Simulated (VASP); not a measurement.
Write the native input for VASP 6.6.1 that does the following.

* Task: single point
* Functional: PBE
* Potentials or basis: VASP PAW PBE potentials, release 64 (Na_pv, Cl)
* Cutoff: 520 eV
* k mesh: 6 × 6 × 6
* Occupations: gaussian, width 0.05 eV
* Spin: no spin polarisation
* Dipole correction: no
* Further INCAR settings: ALGO = Normal; EDIFF = 1e-06; NBANDS = 14

The structure of NaCl lies in POSCAR:

```
NaCl
1.0
    3.3270805000      0.0000000000      0.0000000000
    0.0000000000      3.3270805000      0.0000000000
    0.0000000000      0.0000000000      3.5897447500
Na Cl
1 1
Direct
    0.0000000000      0.0000000000      0.0000000000
    0.5000000000      0.5000000000      0.5000000000
```

Measurements of this composition are mostly on another form, of space group No. 225.

The cell isn't the ideal one: strain -0.050 along x and y, +0.025 along z, atoms carried along.

One way to write it, as run:

INCAR

```
PREC     = Accurate       # precision mode
ENCUT    = 520            # plane-wave cutoff, eV
EDIFF    = 1E-6           # SCF threshold, eV
ISMEAR   = 0              # smearing method
SIGMA    = 0.05           # smearing width, eV
LREAL    = False          # projectors in reciprocal space
LASPH    = True           # aspherical terms in the spheres
NELM     = 60             # most SCF steps
ALGO     = Normal         # electronic algorithm
ISIF     = 2              # what is computed and relaxed
LWAVE    = False          # write WAVECAR
LCHARG   = False          # write CHGCAR
GGA      = PE             # functional
NBANDS   = 14             # bands
```

KPOINTS

```
Automatic mesh
0
Gamma
  6 6 6
```

Potentials or basis: VASP PAW PBE potentials, release 64 (Na_pv, Cl).

The run is started by

```console
$ cat potpaw_PBE.64/Na_pv/POTCAR potpaw_PBE.64/Cl/POTCAR > POTCAR
$ mpirun -np 1 vasp_std > vasp.out
```

Results of the run:

```yaml
Pressure: 2.7 GPa
Band_gap_on_the_k_mesh: 3.96 eV, indirect (least direct gap 4.47 eV)
```

It took 22 s on 1 thread of Intel(R) Xeon(R) Platinum 8375C CPU @ 2.90GHz (Ice Lake) (shared host), peak memory 0.16 GiB.
